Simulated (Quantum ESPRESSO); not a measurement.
NiO2:

```
Ni O
1.0
     1.40213    0.80952    6.97429
    -1.40213    0.80952    6.97429
     0.00000   -1.61904    6.97429
Ni O
1 2
Direct
  0.00000 0.00000 0.00000
  0.37879 0.37879 0.37879
  0.62121 0.62121 0.62121
```

The cell comes from a database or a generator and needn't be the stable form of this composition.

```yaml
Program: Quantum ESPRESSO 7.5
Task: relaxation of cell and atoms
Functional: PBEsol
Potentials_or_basis: GBRV 1.5 PBEsol
Cutoff: 612 eV
Density_cutoff: 4898 eV
k_mesh: 5 × 5 × 5
Occupations: fermi-dirac, width 0.05 eV
Spin: collinear spin, ferromagnetic start
Starting_moments: "[1.0, 0.0, 0.0] μB"
```

At the start: pressure -3.5 GPa; volume 15.83 Å³/atom.

How do energy, volume and symmetry change on relaxing?

Over 8 steps the energy falls by 4.8 meV/atom and the volume is 15.56 Å³/atom (-1.7 %); space group R-3m (No. 166, to 0.05 Å); moment 0.00 μB per cell.

The path:
```
step  energy change (eV)  largest force (eV/Å)  pressure (GPa)  volume (Å³)
   1              0.0000                0.4659           -3.50        47.50
   2             -0.0090                0.2803           -2.28        47.26
   3             -0.0142                0.0374           -0.14        46.86
   4             -0.0143                0.0239           -0.21        46.86
   5             -0.0143                0.0054           -0.27        46.81
   6             -0.0143                0.0114           -0.18        46.74
   7             -0.0143                0.0032           -0.06        46.70
   8             -0.0143                0.0037           -0.01        46.68
```

Final structure:
```
Ni O
1.0
     1.39319    0.80436    6.94266
    -1.39319    0.80436    6.94266
     0.00000   -1.60872    6.94266
Ni O
1 2
Direct
  0.00000 0.00000 0.00000
  0.37818 0.37818 0.37818
  0.62182 0.62182 0.62182
```

Caveat: the k mesh is coarse (spacing up to 0.52 Å⁻¹), so the values aren't converged.
